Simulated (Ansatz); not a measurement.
The system is MnO2.

```
Mn O
1.0
     2.90416    0.00000    0.00000
     0.00000    3.84481    0.00000
     0.00000    0.00000    6.16426
Mn O
2 4
Cartesian
  1.4521 1.9224 2.1162
  0.0000 0.0000 4.0481
  1.4521 0.0000 5.1630
  0.0000 1.9224 1.0013
  1.4521 0.0000 2.6001
  0.0000 1.9224 3.5642
```

Measurements of this composition are mostly on another form, of space group No. 136.

Base run:

```yaml
Program: Ansatz 0.2.0
Functional: PBEsol
Potentials_or_basis: Ansatz PAW
Cutoff: "420 eV (not typed: the program's choice for these potentials)"
k_mesh: 9 × 7 × 5
Occupations: fermi-dirac, width 0.05 eV
Spin: collinear spin, ferromagnetic start
Starting_moments: "[4.0, 4.0, 0.0, 0.0, 0.0, 0.0] μB"
```

Its results: band gap on the k mesh none (metal or under the smearing width); pressure -13.4 GPa; largest force 1.179 eV/Å.

The run is repeated on the same cell with these changes: spin from collinear spin, ferromagnetic start to no spin polarisation. What comes out?

Band gap on the k mesh none (metal or under the smearing width); pressure -22.7 GPa; largest force 3.249 eV/Å.

Caveats: semilocal functionals often make such compounds metallic where correlation or magnetic order opens a gap, which also shifts bond lengths; the PAW data sets come from PBE, with cores solved anew for the run's functional, which leaves a small shift of forces and pressure; forces of over 1 eV/Å show positions far from the minimum, so gaps and moduli don't describe the material at rest.
